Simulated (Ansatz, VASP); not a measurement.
## Two plane-wave programs on TiC

Contents of INCAR:

```
PREC = Accurate
ENCUT = 520
EDIFF = 1E-6
ISMEAR = 0
SIGMA = 0.15
LREAL = False
LASPH = True
NELM = 100
ALGO = Fast
ISIF = 2
LWAVE = False
LCHARG = False
GGA = PS
NBANDS = 15
```

File KPOINTS:

```
Automatic mesh
0
Gamma
  18 18 18
```

File POSCAR:

```
TiC
1.0
    0.0000000000      2.0990800000      2.2289200000
    2.0990800000      0.0000000000      2.2289200000
    2.0990800000      2.0990800000      0.0000000000
Ti C
1 1
Direct
    0.0000000000      0.0000000000      0.0000000000
    0.5000000000      0.5000000000      0.5000000000
```

Input for Ansatz:

```yaml
crystal:
  lattice:
    - [0.0, 2.09908, 2.22892]
    - [2.09908, 0.0, 2.22892]
    - [2.09908, 2.09908, 0.0]
  atoms:
    - { symbol: Ti, position: [0.0, 0.0, 0.0] }
    - { symbol: C, position: [0.5, 0.5, 0.5] }
basis:
  ecutwfc: 420
kpoints:
  mp_grid: { grid: [18, 18, 18] }
hamiltonian:
  xc: pbesol
scf:
  occupations: { method: gaussian, width: 0.15 }
output:
  forces: true
  stress: true
  eigenvalues: true
```

Change from the starting cell: strain -0.030 along x and y, +0.030 along z, atoms carried along.

Alike in both runs: task single point; functional PBEsol; k mesh 18 × 18 × 18; occupations gaussian, width 0.15 eV; no spin polarisation.

```csv
,VASP,Ansatz
version,VASP 6.6.1,Ansatz 0.2.0
potentials or method,"VASP PAW PBE potentials, release 64 (Ti_sv, C)","scalar-relativistic, plane waves, PAW"
plane-wave cutoff (eV),520,420
valence electrons in the cell,16,16
```

```csv
,VASP,Ansatz,Ansatz less VASP
gap on the k mesh at the Fermi level (eV),none,none,-
pressure (GPa),4.0,3.8,-0.23
largest component of the traceless stress (GPa),16.52,16.46,-0.066
```

A gap of «none» marks a metal or a gap that the smearing closes. With one functional, cell and mesh, what is left measures potentials, basis and numerics.

Caveats: the PAW data sets were made with another functional, which shifts forces and pressure a little (VASP).
